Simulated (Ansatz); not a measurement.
A surface is cut from this relaxed crystal of HfO$_{2}$:

```xyz
3
Lattice="0.0000 2.5488 2.5488 2.5488 0.0000 2.5488 2.5488 2.5488 0.0000" Properties=species:S:1:pos:R:3 pbc="T T T"
Hf    0.0000    0.0000    0.0000
O     1.2744    1.2744    1.2744
O     3.8232    3.8232    3.8232
```

Miller indices refer to the conventional cell of Fm-3m (No. 225), a = 5.098 Å, b = 5.098 Å, c = 5.098 Å, α = 90.00°, β = 90.00°, γ = 90.00°. The bulk's gap is 3.75 eV.

The (111) slab of 12 planes, 10.3 Å thick with 15 Å of vacuum as cut; outer planes O (top) and O (bottom).

All numbers below come from DFT PBE, scalar-relativistic, plane waves, PAW (Ansatz 0.2.0). Cutoff 420 eV; k points 9×9×1 on the computed 12-atom cell (Γ-centred); Gaussian smearing, width 0.05 eV; no spin polarisation. A dipole correction removes the field between periodic images along c.

With the atoms at the bulk's places:

```json
{"Surface energy (mean of both faces)": "0.92 J/m²", "Gap of the slab on the mesh": "4.07 eV", "Bulk valence band top under the vacuum level": "6.39 eV", "Bulk conduction band bottom under the vacuum level": "2.64 eV"}
```

Q: What changes when all atoms relax within this surface cell and its symmetry?

A: The energy falls by 0.053 J/m² a face, and the largest move is 0.04 Å.

| Property | Result |
| --- | --- |
| Surface energy (mean of both faces) | 0.87 J/m² |
| Gap of the slab on the mesh | 4.05 eV |
| Bulk valence band top under the vacuum level | 6.71 eV |
| Bulk conduction band bottom under the vacuum level | 2.96 eV |

```
plane (bottom to top) atoms spacing to next, bulk (Å) relaxed (Å) change (%)
                    1      O                      0.736        0.790        +7.3
                    2     Hf                      0.736        0.736         0.0
                    3      O                      1.472        1.409        -4.3
                    4      O                      0.736        0.743        +1.0
                    5     Hf                      0.736        0.733        -0.4
                    6      O                      1.472        1.499        +1.9
                    7      O                      0.736        0.733        -0.4
                    8     Hf                      0.736        0.743        +1.0
                    9      O                      1.472        1.409        -4.3
                   10      O                      0.736        0.736         0.0
                   11     Hf                      0.736        0.790        +7.3
                   12      O
```

Spin-orbit coupling is left out, which matters for the bands of heavy elements. An odd mesh misses points on the zone edge, so a gap read on it can be too wide.

The reference crystal is the fluorite-type form of HfO2, which isn't its usual structure.